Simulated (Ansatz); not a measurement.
# BaO: strong compression

An exercise on one series of results from a longer session: the logs are not shown, and one member is left open.

Computed with Ansatz 0.2.0 (DFT, PBE, PAW with Ansatz's default frozen-core files, scalar-relativistic, unless a step's input says otherwise).

## The starting structure

Symmetry: Fm-3m, No. 225, cubic system. The conventional cell has a = 5.581 Å, b = 5.581 Å, c = 5.581 Å, α = 90.00°, β = 90.00°, γ = 90.00°. Ba (site symmetry m-3m) has 6 O at 2.79 Å as nearest neighbours. O (site symmetry m-3m) is surrounded by 6 Ba at 2.79 Å.

As a file:

```
CELL_PARAMETERS angstrom
0.00000 2.79039 2.79039
2.79039 0.00000 2.79039
2.79039 2.79039 0.00000
ATOMIC_POSITIONS crystal
Ba 0.00000 0.00000 0.00000
O 0.50000 0.50000 0.50000
```

Whether this phase is the stable one at these pressures isn't tested.

Atoms are numbered in the order of the input: Ba1, O2.

Set-up of the first run:

Contents of input.yaml:

```yaml
crystal:
  lattice:
    - [0.0, 2.7903917095, 2.7903917095]
    - [2.7903917095, 0.0, 2.7903917095]
    - [2.7903917095, 2.7903917095, 0.0]
  atoms:
    - { symbol: Ba, position: [0.0, 0.0, 0.0] }
    - { symbol: O, position: [0.5, 0.5, 0.5] }
kpoints:
  mp_grid: { grid: [9, 9, 9] }
scf:
  occupations: { method: fermi_dirac, width: 0.03 }
hamiltonian:
  xc: pbe
  pseudopotentials: { kind: paw }
output:
  forces: true
  stress: true
relax:
  f_tol: 0.01
  max_steps: 30
```

Command:

```sh
ansatz run input.yaml --threads 1 --pin off --max-ram 2048MiB --backend cpu --events-out ev --progress --plain --runs-dir out
```

Among the steps run: Atoms relaxed at the given volume, PAW; Volume scaled by 1, PAW; Atoms relaxed at 0.75 of the volume, PAW; Volume scaled by 0.75, PAW; Atoms relaxed at 0.5 of the volume, PAW; Volume scaled by 0.5, PAW; Atoms relaxed at 0.45 of the volume, PAW; Volume scaled by 0.45, PAW.

One of the session's tables, all rows but one given; the rest of the session is left out.

```
method  volume over the first  volume (Å³/atom)  pressure (GPa)
   PAW                      1            21.727           -0.26
   PAW                   0.75                 ?               ?
   PAW                    0.5            10.863          195.07
   PAW                   0.45             9.777          268.21
```

Q: Estimate the row for PAW, 0.75 from the others.

As computed: volume (Å³/atom): 16.295; pressure (GPa): 37.46. In the column «volume (Å³/atom)» it lies between PAW, 0.5 (10.863) and PAW, 1 (21.727).

Caveats from the session: Warnings in the runs' records: stress scf threshold loose, gradients without spin orbit.
